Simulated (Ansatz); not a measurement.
# HCl on Si (110)

This session takes Si and sets out to adsorb HCl from several starts and take the binding apart.

Computed with Ansatz 0.2.0 (DFT PBE+D3(BJ), scalar-relativistic, plane waves, PAW, unless a step's input says otherwise).

1 further run of the same task is left out (set aside as unsound or not needed).

## 1. Starting point

The structure is orthorhombic, space group Pma2 (No. 28). The conventional cell has a = 3.834 Å, b = 5.422 Å, c = 24.620 Å, α = 90.00°, β = 90.00°, γ = 90.00°. Around Si (site symmetry m) lie 1 Cl at 2.05 Å and 3 Si at 2.35 Å. Si (site symmetry m) has 4 Si at 2.34 to 2.35 Å as nearest neighbours. Around Si (site symmetry m) lie 1 H at 1.50 Å. Cl (site symmetry m) has 1 Si at 2.05 Å as nearest neighbours. Around H (site symmetry m) lie 1 Si at 1.50 Å.

Structure file:

```xyz
24
Lattice="7.6672 0.0000 0.0000 0.0000 5.4215 0.0000 0.0000 0.0000 24.6200" Properties=species:S:1:pos:R:3 pbc="T T T"
Si    1.9168    0.0000    9.6938
Si    5.7504    0.0000    9.6938
Si    3.8336    1.3554    9.6938
Si    0.0000    1.3554    9.6938
Si    3.8336    2.7108   11.6106
Si    0.0000    2.7108   11.6106
Si    5.7504    4.0661   11.6106
Si    1.9168    4.0661   11.6106
Si    5.7504    0.0076   13.5081
Si    1.9168    0.0076   13.5081
Si    0.0000    1.3477   13.5081
Si    3.8336    1.3477   13.5081
Si    0.0000    2.7180   15.4145
Si    3.8336    2.7180   15.4145
Si    1.9168    4.0589   15.4145
Si    5.7504    4.0589   15.4145
Cl    1.9168    4.6460    7.7935
Cl    5.7504    4.6460    7.7935
Cl    3.8336    2.1309    7.7935
Cl    0.0000    2.1309    7.7935
H     0.0000    1.8321   16.6301
H     3.8336    1.8321   16.6301
H     1.9168    4.9448   16.6301
H     5.7504    4.9448   16.6301
```

Planes are indexed in the bulk's conventional cell (Fd-3m (No. 227)), a = 5.422 Å, b = 5.422 Å, c = 5.422 Å, α = 90.00°, β = 90.00°, γ = 90.00°.

It is a (110) slab, 5.8 Å thick as cut, with 16 Å of vacuum, in a 2×1 surface cell; its outer planes are Si (top) and Si (bottom). An earlier relaxation, lower half held, gave -14563.1850 eV, gap on the mesh 1.00 eV, ionisation potential 4.49 eV (top face), 5.67 eV (bottom face), electron affinity 3.50 eV (top face), 4.67 eV (bottom face), dipole along +c 0.270 e·Å per cell.

## 2. HCl, tilted, over a top (H) site

Contents of input.yaml:

```yaml
crystal:
  lattice:
    - [7.6671877233, 0.0, 0.0]
    - [0.0, 5.4215204318, 0.0]
    - [0.0, 0.0, 27.1109680262]
  atoms:
    - { symbol: Si, position: [0.25, 0.0, 0.3575609011] }
    - { symbol: Si, position: [0.75, 0.0, 0.3575609011] }
    - { symbol: Si, position: [0.5, 0.25, 0.3575609011] }
    - { symbol: Si, position: [0.0, 0.25, 0.3575609011] }
    - { symbol: Si, position: [0.5, 0.5, 0.4282628004] }
    - { symbol: Si, position: [0.0, 0.5, 0.4282628004] }
    - { symbol: Si, position: [0.75, 0.75, 0.4282628004] }
    - { symbol: Si, position: [0.25, 0.75, 0.4282628004] }
    - { symbol: Si, position: [0.75, 0.0014108391, 0.4982535512] }
    - { symbol: Si, position: [0.25, 0.0014108391, 0.4982535512] }
    - { symbol: Si, position: [0.0, 0.2485891609, 0.4982535512] }
    - { symbol: Si, position: [0.5, 0.2485891609, 0.4982535512] }
    - { symbol: Si, position: [0.0, 0.501339945, 0.5685699883] }
    - { symbol: Si, position: [0.5, 0.501339945, 0.5685699883] }
    - { symbol: Si, position: [0.25, 0.748660055, 0.5685699883] }
    - { symbol: Si, position: [0.75, 0.748660055, 0.5685699883] }
    - { symbol: Cl, position: [0.25, 0.8569579191, 0.2874662929] }
    - { symbol: Cl, position: [0.75, 0.8569579191, 0.2874662929] }
    - { symbol: Cl, position: [0.5, 0.3930420809, 0.2874662929] }
    - { symbol: Cl, position: [0.0, 0.3930420809, 0.2874662929] }
    - { symbol: H, position: [0.0, 0.3379288173, 0.6134098929] }
    - { symbol: H, position: [0.5, 0.3379288173, 0.6134098929] }
    - { symbol: H, position: [0.25, 0.9120711827, 0.6134098929] }
    - { symbol: H, position: [0.75, 0.9120711827, 0.6134098929] }
    - { symbol: Cl, position: [0.0, 0.3379288173, 0.6997218238] }
    - { symbol: H, position: [-0.1439307227, 0.4176356436, 0.7178325752] }
basis:
  ecutwfc: 420
kpoints:
  mp_grid: { grid: [2, 3, 1] }
hamiltonian:
  xc: pbe
  dispersion: d3bj
scf:
  occupations: { method: gaussian, width: 0.05 }
output:
  forces: true
  eigenvalues: true
  write_density: true
  write_potential: true
  elf: true
  volumetric_format: npy
relax:
  adjacent_minimum: "off"
  f_tol: 0.04
  max_steps: 100
  constraints: [{ sites: [0, 1, 2, 3, 4, 5, 6, 7] }]
efield:
  axis: 3
  dipole_correction: true
  ramp_width: 0.04
```

Run with:

```console
> ansatz run input.yaml --threads 4 --pin off --max-ram 10240MiB --backend cpu --events-out ev --progress --plain --runs-dir out
```

The session goes on with these runs: HCl, flat, over a top (H) site; the lowest end once more, with its density; the slab alone, frozen as in the lowest end; the molecules alone, frozen as adsorbed.

Before running it: what results should come out? Wanted: HCl: lowest end; interaction of the frozen parts; electrons moved above the midplane.

The runs gave:

| quantity | value |
| --- | --- |
| HCl: lowest end | E_ads -0.17 eV, flat start over top H |
| interaction of the frozen parts | -0.17 eV a cell |
| cost of deforming the slab | 0.00 eV |
| cost of deforming and crowding the molecules | -0.01 eV |
| electrons moved above the midplane | +0.006 |

What this shows: HCl binds with 0.17 eV a molecule at best. In all 0.09 electrons are rearranged, and 0.01 cross the midplane towards the molecule.
